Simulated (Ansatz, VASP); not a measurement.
This is a calculation of In for VASP 6.6.1.

The input INCAR:

```
SYSTEM = In
PREC     = Accurate       ! precision mode
ENCUT    = 520            ! plane-wave cutoff, eV
EDIFF    = 1E-7           ! SCF threshold, eV
ISMEAR   = -1             ! smearing method
SIGMA    = 0.05           ! smearing width, eV
LREAL    = .False.        ! projectors in reciprocal space
LASPH    = .True.         ! aspherical terms in the spheres
NELM     = 60             ! most SCF steps
ALGO     = Normal         ! electronic algorithm
ISIF     = 2              ! what is computed and relaxed
LWAVE    = .False.        ! write WAVECAR
LCHARG   = .False.        ! write CHGCAR
GGA      = PS             ! functional
NBANDS   = 12             ! bands
```

The input KPOINTS:

```
Automatic mesh
0
Gamma
  11 11 11
  0 0 0
```

POSCAR

```
In
1.0
   -1.6145604767      1.6145604767      2.4570974863
    1.6145604767     -1.6145604767      2.4570974863
    1.6145604767      1.6145604767     -2.4570974863
In
1
Direct
    0.0000000000      0.0000000000      0.0000000000
```

Potentials or basis: VASP PAW PBE potentials, release 64 (In_d).

Command:

```bash
$ cat potpaw_PBE.64/In_d/POTCAR > POTCAR
$ mpirun -np 1 vasp_std > vasp.out
```

Task: Translate it to Ansatz 0.2.0. Potentials there: Ansatz PAW.

Result: As run (the cutoff follows the program's own potentials):

File input.yaml:

```yaml
crystal:
  lattice:
    - [-1.6145604767, 1.6145604767, 2.4570974863]
    - [1.6145604767, -1.6145604767, 2.4570974863]
    - [1.6145604767, 1.6145604767, -2.4570974863]
  atoms:
    - { symbol: In, position: [0.0, 0.0, 0.0] }
hamiltonian:
  xc: pbesol
  pseudopotentials: { kind: paw }
kpoints:
  mp_grid: { grid: [11, 11, 11] }
scf:
  occupations: { method: fermi_dirac, width: 0.05 }
output:
  forces: true
  stress: true
  eigenvalues: true
```

Potentials or basis: Ansatz PAW.

The run is started by

```sh
$ ansatz run input.yaml --threads 1 --pin off --max-ram 3584MiB --backend cpu --events-out ev --progress --plain --runs-dir out
```

Both were run:

|  | VASP | Ansatz | Ansatz less VASP |
| --- | --- | --- | --- |
| gap on the k mesh at the Fermi level (eV) | none | none | - |
| pressure (GPa) | -0.1 | -0.1 | +0.04 |
| largest component of the traceless stress (GPa) | 0.37 | 0.37 | 0.000 |

A gap of «none» marks a metal or a gap that the smearing closes.

Caveats: the PAW data sets were made with another functional, which shifts forces and pressure a little (VASP); the PAW data sets come from PBE, with cores solved anew for the run's functional, which leaves a small shift of forces and pressure (Ansatz).
